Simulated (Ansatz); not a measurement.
# NiO under changes of volume

One of the cells (9.076 Å³/atom); the others are scaled copies at fixed shape and fractional positions:

```
CELL_PARAMETERS angstrom
0.00000 2.08590 2.08590
2.08590 0.00000 2.08590
2.08590 2.08590 0.00000
ATOMIC_POSITIONS crystal
Ni 0.00000 0.00000 0.00000
O 0.50000 0.50000 0.50000
```

```yaml
Program: Ansatz 0.2.0
Functional: rPW86-PBE
Potentials_or_basis: Ansatz PAW
Cutoff: "420 eV (not typed: the program's choice for these potentials)"
k_mesh: 11 × 11 × 11
Occupations: fermi-dirac, width 0.05 eV
Spin: collinear spin, ferromagnetic start
Starting_moments: "[1.0, 0.0] μB"
```

```tsv
volume (Å³/atom)	energy over the lowest point (meV/atom)	pressure (GPa)	moment (μB per cell)
8.531	105.58	29.4	1.54
8.713	75.43	23.9	1.60
8.894	51.01	19.2	1.68
9.076	31.35	14.9	1.75
9.257	?	?	?
9.439	6.13	7.1	1.84
9.620	0.00	3.6	1.87
```

Question: What does the run at 9.257 Å³/atom give?

Answer: Energy over the lowest point 16.51 meV/atom; pressure 10.9 GPa; moment 1.80 μB per cell.

Worked out: A Birch-Murnaghan fit of order 3 (a polynomial in V^(-2/3)) to the other rows has its minimum at 9.82 Å³/atom, just outside them, with B0 = V·E''(V) = 174 GPa (rough, since the energies scatter). It gives 16.56 meV/atom at 9.257 Å³/atom, against the run's 16.51, and -dE/dV = 11.1 GPa, against 10.9. A parabola through the other rows of the moment, of slope 0.263 μB per Å³/atom there, gives 1.79 μB, against the run's 1.80.

Energies are extrapolated to zero smearing.

Caveats: a cell with one magnetic atom can't hold antiferromagnetic order, which such compounds often take; the PAW data sets come from PBE, with cores solved anew for the run's functional, which leaves a small shift of forces and pressure.
